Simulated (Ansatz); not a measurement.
# BN: an axial (c/a) deformation path

The task here is to estimate one member of a computed series from the others.

Method: DFT r2SCAN, scalar-relativistic, plane waves, PAW, in Ansatz 0.2.0.

### The structure to begin with

It takes space group Fmm2 (No. 42, orthorhombic). The conventional cell has a = 2.503 Å, b = 6.991 Å, c = 4.332 Å, α = 90.00°, β = 90.00°, γ = 90.00°. B (site symmetry mm2) is surrounded by 3 N at 1.44 Å. N (site symmetry mm2) has 3 B at 1.44 Å as nearest neighbours.

Structure file:

```xyz
2
Lattice="0.0000 3.4953 2.1661 1.2516 0.0000 2.1661 1.2516 3.4953 0.0000" Properties=species:S:1:pos:R:3 pbc="T T T"
B     1.2516    3.4953    0.0002
N     1.2516    3.4953    2.8881
```

The structure comes from the Materials Project (structure only).

The first run:

The input, input.yaml:

```yaml
crystal:
  lattice:
    - [0.0, 3.49531583, 2.16609124]
    - [1.2516321, 0.0, 2.16609124]
    - [1.2516321, 3.49531583, 0.0]
  atoms:
    - { symbol: B, position: [4.865e-05, 4.865e-05, 0.99995135] }
    - { symbol: "N", position: [0.66665134, 0.66665134, 0.33334866] }
basis:
  ecutwfc: 500
kpoints:
  mp_grid: { grid: [8, 8, 8] }
hamiltonian:
  xc: r2scan
scf:
  occupations: { method: gaussian, width: 0.1 }
output:
  forces: true
  stress: true
  eigenvalues: true
```

Command:

```bash
ansatz run input.yaml --threads 1 --pin off --max-ram 1228MiB --backend cpu --events-out ev --progress --plain --runs-dir out
```

Among the steps run: A first look at the start; Point ρ = 0.850; ρ = 1.200; ρ = 0.920; ρ = 1.100.

One of the session's tables, all rows but one given; the rest of the session is left out.

It belongs to the step «The scan collected». The scan, with free energies counted from the undisturbed cell:

```
    ρ  ΔE (meV/atom)  pressure (GPa)  gap on the mesh (eV)
0.850          366.1            25.9                  4.50
0.920           91.8            11.0                  4.75
1.000            0.0            -0.5                  4.33
1.100              ?               ?                     ?
1.200          392.5           -13.9                  3.02
```

**Question.** Estimate the row for ρ = 1.100.

Worked estimate for «ΔE (meV/atom)». A straight line through the neighbours (1.000, 0.0) and (1.200, 392.5) gives 0.0 + (392.5 − 0.0) × (1.100 − 1.000) / (1.200 − 1.000) = 196.3; a parabola fitted to 3 rows on both sides gives 85.2.

The run gave: ΔE (meV/atom): 112.0; pressure (GPa): -9.3; gap on the mesh (eV): 3.65. In «ΔE (meV/atom)» the line misses by +84.3 and the parabola by -26.8.
